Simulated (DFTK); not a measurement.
Crystal: KCl (Sylvite).

```
K Cl
1.0
     0.00000    3.14647    3.14647
     3.14647    0.00000    3.14647
     3.14647    3.14647    0.00000
K Cl
1 1
Direct
  0.00000 0.00000 0.00000
  0.50000 0.50000 0.50000
```

Program: DFTK 0.8.2. Alike in all runs: no spin polarisation; cell as given; smearing fermi-dirac 0.05 eV.

Q: Order these runs on this cell by their band gap on the k mesh, lowest first.
A. level TASK; potentials or basis SG15 1.2 (PBE); k mesh 5 × 5 × 5; cutoff (eV) 1225; mesh quality not flagged
B. level BJ06; potentials or basis cp2k.nc.sr.pbe.v0_1.semicore.gth (PBE, GTH); k mesh 4 × 4 × 4; cutoff (eV) 1769; mesh quality coarse
C. level PBE; potentials or basis SG15 1.2 (PBE); k mesh 7 × 7 × 7; cutoff (eV) 952; mesh quality not flagged
D. level PBEsol; potentials or basis dojo.nc.sr.pbesol.v0_4_1.standard.upf (PBEsol); k mesh 7 × 7 × 7; cutoff (eV) 1007; mesh quality not flagged

A: D (5.03 eV), C (5.19 eV), B (5.88 eV), A (8.49 eV).

Caveats: some runs use coarse meshes; the program leaves the constant c of mgga_x_tb09 at 1, so the potential is Becke-Johnson's (BJ06) and not Tran and Blaha's, with levels but no total energy (some runs); the program warned that the kinetic-energy density falls under its von Weizsäcker bound, which can give unphysical results (some runs); an odd mesh through Γ misses points on the zone boundary, where band edges often lie (some runs).

Not every run made on this cell is shown here.
